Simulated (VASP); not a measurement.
Output of a VASP run:

**OSZICAR**
```
       N       E                     dE             d eps       ncg     rms          rms(c)
DAV:   1     0.160294361916E+03    0.16029E+03   -0.18101E+04   520   0.147E+03
DAV:   2    -0.195029621265E+03   -0.35532E+03   -0.34950E+03   646   0.321E+02
DAV:   3    -0.236450269936E+03   -0.41421E+02   -0.41174E+02   640   0.116E+02
DAV:   4    -0.237957899683E+03   -0.15076E+01   -0.15052E+01   662   0.298E+01
DAV:   5    -0.238003176493E+03   -0.45277E-01   -0.45261E-01   754   0.440E+00    0.275E+00
DAV:   6    -0.233133674328E+03    0.48695E+01   -0.30582E+00   700   0.226E+01    0.272E+00
DAV:   7    -0.228919747011E+03    0.42139E+01   -0.10418E+00   528   0.860E+00    0.159E+00
DAV:   8    -0.229002545315E+03   -0.82798E-01   -0.79476E-01   580   0.706E+00    0.550E-01
DAV:   9    -0.228955823731E+03    0.46722E-01   -0.26167E-01   532   0.495E+00    0.450E-01
DAV:  10    -0.228970018219E+03   -0.14194E-01   -0.60265E-02   568   0.239E+00    0.289E-01
DAV:  11    -0.229000473629E+03   -0.30455E-01   -0.78700E-02   530   0.267E+00    0.151E-01
DAV:  12    -0.229002921946E+03   -0.24483E-02   -0.89482E-03   576   0.929E-01    0.149E-01
DAV:  13    -0.229004475945E+03   -0.15540E-02   -0.91298E-04   620   0.313E-01    0.635E-02
DAV:  14    -0.229005631940E+03   -0.11560E-02   -0.41561E-03   532   0.697E-01    0.373E-02
DAV:  15    -0.229006174017E+03   -0.54208E-03   -0.13751E-03   530   0.404E-01    0.157E-02
DAV:  16    -0.229006612230E+03   -0.43821E-03   -0.31742E-04   552   0.174E-01    0.264E-02
DAV:  17    -0.229006735929E+03   -0.12370E-03   -0.47988E-04   530   0.245E-01    0.162E-02
DAV:  18    -0.229006831272E+03   -0.95344E-04   -0.52132E-05   544   0.765E-02    0.111E-02
DAV:  19    -0.229006865207E+03   -0.33934E-04   -0.22317E-05   572   0.521E-02    0.516E-03
DAV:  20    -0.229006869456E+03   -0.42492E-05   -0.26469E-06   594   0.179E-02    0.236E-03
DAV:  21    -0.229006872834E+03   -0.33779E-05   -0.24468E-06   534   0.186E-02    0.817E-04
DAV:  22    -0.229006875354E+03   -0.25198E-05   -0.27758E-06   534   0.185E-02    0.880E-04
DAV:  23    -0.229006875054E+03    0.29936E-06   -0.51771E-08   426   0.239E-03    0.600E-04
DAV:  24    -0.229006874304E+03    0.75053E-06   -0.16194E-08   336   0.182E-03    0.374E-04
DAV:  25    -0.229006874149E+03    0.15523E-06   -0.80261E-09   310   0.105E-03    0.259E-04
DAV:  26    -0.229006874242E+03   -0.93305E-07   -0.41300E-09   286   0.720E-04
   1 F= -.22900687E+03 E0= -.22900687E+03  d E =-.455624E-17
```

OUTCAR:
```
------------------------ aborting loop because EDIFF is reached ----------------------------------------
  FORCE on cell =-STRESS in cart. coord.  units (eV):
  Direction    XX          YY          ZZ          XY          YZ          ZX
  --------------------------------------------------------------------------------------
  Total       -0.1602417     -0.1602417     -0.1602417      0.0000000     -0.0000000      0.0000000
  in kB       -1.0103717     -1.0103717     -1.0103717      0.0000000     -0.0000000      0.0000000
  external PRESSURE =      -1.0103717 kB  Pullay stress =       0.0000000 kB
  volume of cell :      254.10
      direct lattice vectors                 reciprocal lattice vectors
     6.333858549  0.000000000  0.000000000     0.157881644  0.000000000  0.000000000
     0.000000000  6.333858549  0.000000000     0.000000000  0.157881644  0.000000000
     0.000000000  0.000000000  6.333858549     0.000000000  0.000000000  0.157881644
 POSITION                                       TOTAL-FORCE (eV/Angst)
 -----------------------------------------------------------------------------------
      0.00000      0.00000      0.00000         0.000000      0.000000      0.000000
      3.16693      3.16693      3.16693         0.000000      0.000000      0.000000
      3.16693      0.00000      3.16693         0.000000      0.000000      0.000000
      0.00000      3.16693      3.16693         0.000000      0.000000      0.000000
      3.16693      3.16693      0.00000         0.000000      0.000000      0.000000
 -----------------------------------------------------------------------------------
    total drift:                                0.000000     -0.000000     -0.000000
  FREE ENERGIE OF THE ION-ELECTRON SYSTEM (eV)
  ---------------------------------------------------
  free  energy   TOTEN  =      -229.0068742420 eV

  energy  without entropy=     -229.0068742420  energy(sigma->0) =     -229.00687424
```
(Selected blocks of OUTCAR.)

**POSCAR**
```
CsPbI3
1
    6.3338585494     0.0000000000     0.0000000000
    0.0000000000     6.3338585494     0.0000000000
    0.0000000000     0.0000000000     6.3338585494
Cs Pb I
1 1 3
Direct
  0.0000000000   0.0000000000   0.0000000000
  0.5000000000   0.5000000000   0.5000000000
  0.5000000000   0.0000000000   0.5000000000
  0.0000000000   0.5000000000   0.5000000000
  0.5000000000   0.5000000000   0.0000000000
```

### Question
Write an INCAR and KPOINTS that could have produced this output.

### Answer
Several could match; the one computed here: the input of the run itself, SCAN meta-GGA, plane waves, VASP's PBE PAW potentials (set 64).

### KPOINTS
```
Regular mesh
0
G
4 4 4
```

INCAR:
```
! general
SYSTEM =CsPbI3
PREC   =Accurate
ENCUT  =520   ! plane-wave cut-off (eV)
LREAL  =F
LASPH  =T

! electronic loop
EDIFF  =1E-7   ! SCF stop (eV)
NELM   =100
ALGO   =Normal   ! blocked Davidson
LMAXMIX=4   ! l cut-off of mixed one-centre charges
LMIXTAU=T

! smearing
ISMEAR =0
SIGMA  =0.05   ! width (eV)

! functional
METAGGA=SCAN

! ions
ISIF   =2   ! forces and stress, cell fixed

! output
LWAVE  =F
LCHARG =F
```

POTCAR, in this order: Cs_sv Pb_d I (PBE.64 set). Program: vasp_std.

The compound is CsPbI3 in the cubic perovskite structure, the ideal cubic form; the compound distorts at low or room temperature. This cell is one point of a volume scan, at 1.03 of the reference volume.
